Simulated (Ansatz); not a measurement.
Crystal: InSe.

```
CELL_PARAMETERS angstrom
5.82639 -2.05465 0.00000
5.82639 2.05465 0.00000
-1.72323 0.00000 4.77135
ATOMIC_POSITIONS crystal
In 0.88820 0.88820 0.04684
In 0.11180 0.11180 0.95316
Se 0.66093 0.66093 0.66896
Se 0.33907 0.33907 0.33104
```

The cell comes from a database or a generator and needn't be the stable form of this composition.

```yaml
Program: Ansatz 0.2.0
Task: single point
Functional: PBE
Potentials_or_basis: Ansatz PAW
Cutoff: "420 eV (not typed: the program's choice for these potentials)"
k_mesh: 7 × 7 × 6
Occupations: fermi-dirac, width 0.05 eV
Spin: no spin polarisation
```

On this cell: pressure 1.5 GPa; largest force 0.240 eV/Å; band gap on the k mesh 1.14 eV, indirect (least direct gap 1.23 eV).

The same run follows on a disturbed copy (atoms moved at random, drawn with an rms of 0.05 Å):

```xyz
4
Lattice="5.8264 -2.0546 0.0000 5.8264 2.0546 0.0000 -1.7232 0.0000 4.7713" Properties=species:S:1:pos:R:3 pbc="T T T"
In   10.2844    0.0102    0.2306
In   -0.2896    0.0057    4.5293
Se    6.5227    0.0200    3.2066
Se    3.4136   -0.0220    1.6071
```

Problem. What changes?

Solution. The energy moves by +6.3 meV/atom; pressure 1.7 GPa; largest force 0.576 eV/Å; band gap on the k mesh 1.03 eV, indirect (least direct gap 1.15 eV).

Forces on the atoms (eV/Å):
```
In   0.229 -0.123 -0.070
In  -0.432  0.066  0.376
Se   0.351 -0.123 -0.424
Se  -0.148  0.179  0.118
```

Stress tensor (GPa, compression positive):
```
 1.11 -0.26 -0.50
-0.26  2.42  0.55
-0.50  0.55  1.65
```

Caveats: odd divisions of the mesh miss points on the zone boundary, where band edges often lie, so the gap on the mesh can be too wide; spin-orbit coupling is left out, which moves the levels of the heavy elements.

A k mesh can miss the band edges.
